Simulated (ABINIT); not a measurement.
The system is Pd.

```
Pd
1.0
     0.00000    1.94650    1.94650
     1.94650    0.00000    1.94650
     1.94650    1.94650    0.00000
Pd
1
Direct
  0.00000 0.00000 0.00000
```

Base run:

```yaml
Program: ABINIT 10.8.3 (patched build)
Functional: HCTH407
Potentials_or_basis: PseudoDojo NC SR PBE v0.4.1 standard
Cutoff: 1116 eV
k_mesh: 12 × 12 × 12
Occupations: fermi-dirac, width 0.05 eV
Spin: no spin polarisation
```

Its results: band gap on the k mesh none (metal or under the smearing width); pressure 6.1 GPa.

Q: After a change of settings the same cell gave: band gap on the k mesh none (metal or under the smearing width); pressure 11.5 GPa. Which change was it?
A. functional from HCTH407 to OLYP; potentials or basis from PseudoDojo NC SR PBE v0.4.1 standard to JTH PAW PBE v2.0; cutoff from 1116 eV to 626 eV
B. functional from HCTH407 to RPBE
C. functional from HCTH407 to SOGGA; potentials or basis from PseudoDojo NC SR PBE v0.4.1 standard to PseudoDojo NC SR PBEsol v0.4.1 standard
D. functional from HCTH407 to LDA; potentials or basis from PseudoDojo NC SR PBE v0.4.1 standard to JTH PAW LDA v2.0; cutoff from 1116 eV to 626 eV

A: B.

Caveats: the potentials were made for another functional, which shifts forces and pressure.

Runs at the PBE level aren't shown here.
